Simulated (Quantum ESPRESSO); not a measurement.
# MgH2 under changes of volume

One of the cells (9.000 Å³/atom); the others are scaled copies at fixed shape and fractional positions:

```xyz
3
Lattice="0.0000 2.3811 2.3811 2.3811 0.0000 2.3811 2.3811 2.3811 0.0000" Properties=species:S:1:pos:R:3 pbc="T T T"
Mg    0.0000    0.0000    0.0000
H     1.1905    1.1905    1.1905
H     3.5716    3.5716    3.5716
```

Measurements of this composition are mostly on another form, of space group No. 136.

| Property | Result |
| --- | --- |
| Program | Quantum ESPRESSO 7.5 |
| Functional | PBE |
| Potentials or basis | SSSP 1.3 efficiency PBE |
| Cutoff | 816 eV |
| Density cutoff | 6531 eV |
| k mesh | 10 × 10 × 10 |
| Occupations | fermi-dirac, width 0.05 eV |
| Spin | no spin polarisation |

| volume (Å³/atom) | energy over the lowest point (meV/atom) | pressure (GPa) |
| --- | --- | --- |
| 8.460 | 5.16 | 3.6 |
| 8.640 | 1.90 | 2.1 |
| 8.820 | 0.22 | 0.8 |
| 9.000 | 0.00 | -0.4 |
| 9.180 | 1.10 | -1.6 |
| 9.360 | ? | ? |
| 9.540 | 6.83 | -3.5 |

Q: What does the run at 9.360 Å³/atom give?

A: Energy over the lowest point 3.41 meV/atom; pressure -2.6 GPa.

Worked out: A Birch-Murnaghan fit of order 3 (a polynomial in V^(-2/3)) to the other rows has its minimum at 8.94 Å³/atom with B0 = V·E''(V) = 60 GPa and B' = 3.5. It gives 3.41 meV/atom at 9.360 Å³/atom, against the run's 3.41, and -dE/dV = -2.6 GPa, against -2.6.

Energies are extrapolated to zero smearing.
